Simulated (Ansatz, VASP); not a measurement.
**One calculation of AlN, two programs**

File INCAR:

```
SYSTEM = AlN
PREC = Accurate
ENCUT = 520
EDIFF = 1E-7
ISMEAR = -1
SIGMA = 0.05
LREAL = .FALSE.
LASPH = .TRUE.
NELM = 80
ALGO = Normal
ISIF = 2
LWAVE = .FALSE.
LCHARG = .FALSE.
GGA = PE
NBANDS = 11
```

Contents of KPOINTS:

```
Automatic mesh
0
G
  17 17 17
  0 0 0
```

POSCAR

```
AlN
1.0
    0.0000000000      1.8893840173      1.8893840173
    1.8893840173      0.0000000000      1.8893840173
    1.8893840173      1.8893840173      0.0000000000
Al N
1 1
Direct
    0.0000000000      0.0000000000      0.0000000000
    0.5000000000      0.5000000000      0.5000000000
```

Input for Ansatz:

```yaml
crystal:
  lattice:
    - [0.0, 1.8893840173, 1.8893840173]
    - [1.8893840173, 0.0, 1.8893840173]
    - [1.8893840173, 1.8893840173, 0.0]
  atoms:
    - { symbol: Al, position: [0.0, 0.0, 0.0] }
    - { symbol: "N", position: [0.5, 0.5, 0.5] }
kpoints:
  mp_grid: { grid: [17, 17, 17] }
scf:
  occupations: { method: fermi_dirac, width: 0.05 }
hamiltonian:
  xc: pbe
  pseudopotentials: { kind: paw }
output:
  forces: true
  stress: true
  eigenvalues: true
basis:
  ecutwfc: 800
```

Change from the starting cell: volume scaled by 0.8, PAW files, ecut 800.

Alike in both runs: task single point; functional PBE; k mesh 17 × 17 × 17; occupations fermi-dirac, width 0.05 eV; no spin polarisation.

|  | VASP | Ansatz |
| --- | --- | --- |
| version | VASP 6.6.1 | Ansatz 0.2.0 |
| potentials or method | VASP PAW PBE potentials, release 64 (Al, N) | PAW with Ansatz's default frozen-core files, scalar-relativistic |
| plane-wave cutoff (eV) | 520 | 800 |
| valence electrons in the cell | 8 | 8 |

```csv
,VASP,Ansatz,Ansatz less VASP
gap on the k mesh at the Fermi level (eV),4.90,4.89,-0.006
pressure (GPa),86.9,87.0,+0.09
```

Caveats: the cell as given lies far from equilibrium; so large a pressure means that the cell lies far from this level's equilibrium, or that cutoff or potentials fall short (VASP); an odd mesh through Γ misses points on the zone boundary, where band edges often lie.
